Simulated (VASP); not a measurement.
Runs of VASP 6.6.1 on Bi. Symmetry: Im-3m, No. 229, cubic system. Conventional cell: a = 3.963 Å, b = 3.963 Å, c = 3.963 Å, α = 90.00°, β = 90.00°, γ = 90.00°. Bi (site symmetry m-3m) has 8 Bi at 3.43 Å as nearest neighbours. This isn't the form of Bi at room conditions, which is rhombohedral.

| task | level | potentials or basis | spin | cell | k mesh | cutoff (eV) | smearing | gap on the mesh (eV) | pressure (GPa) | relaxed volume (Å³/atom) |
| --- | --- | --- | --- | --- | --- | --- | --- | --- | --- | --- |
| relaxation of cell and atoms | PBE | VASP PAW PBE potentials, release 64 (Bi_d) | off | relaxed | 9 × 9 × 9 | 600 | fermi-dirac 0.05 eV | none | 0.0 | 31.60 |
| relaxation of cell and atoms | PBEsol | VASP PAW PBE potentials, release 64 (Bi_d) | off | relaxed | 9 × 9 × 9 | 600 | fermi-dirac 0.05 eV | none | 0.0 | (b) |
| band structure | LDA | VASP PAW LDA potentials, release 64 (Bi_d) | off | as given | 9 × 9 × 9 | 520 | fermi-dirac 0.05 eV | - | -3.2 | - |
| relaxation of cell and atoms | LDA | VASP PAW LDA potentials, release 64 (Bi_d) | off | relaxed | 9 × 9 × 9 | 600 | fermi-dirac 0.05 eV | none | 0.0 | 29.42 |
| single point | PBE | VASP PAW PBE potentials, release 64 (Bi_d) | off | as given | 9 × 9 × 9 | 520 | gaussian 0.011 eV | none | (a) | - |
| band structure | PBE | VASP PAW PBE potentials, release 64 (Bi_d) | SOC, no magnetisation | as given | 7 × 7 × 7 | 520 | fermi-dirac 0.05 eV | - | 2.4 | - |

Problem. Estimate the missing entries.

Solution. (a) 0.8; (b) 30.04.

Caveats: spin-orbit coupling is left out, which moves the levels of the heavy elements (some runs); the PAW data sets were made with another functional, which shifts forces and pressure a little (some runs).

A k mesh can miss the band edges, and rows without SOC leave out spin-orbit coupling on Bi.

A gap of «none» marks a metal or a gap under the smearing width.
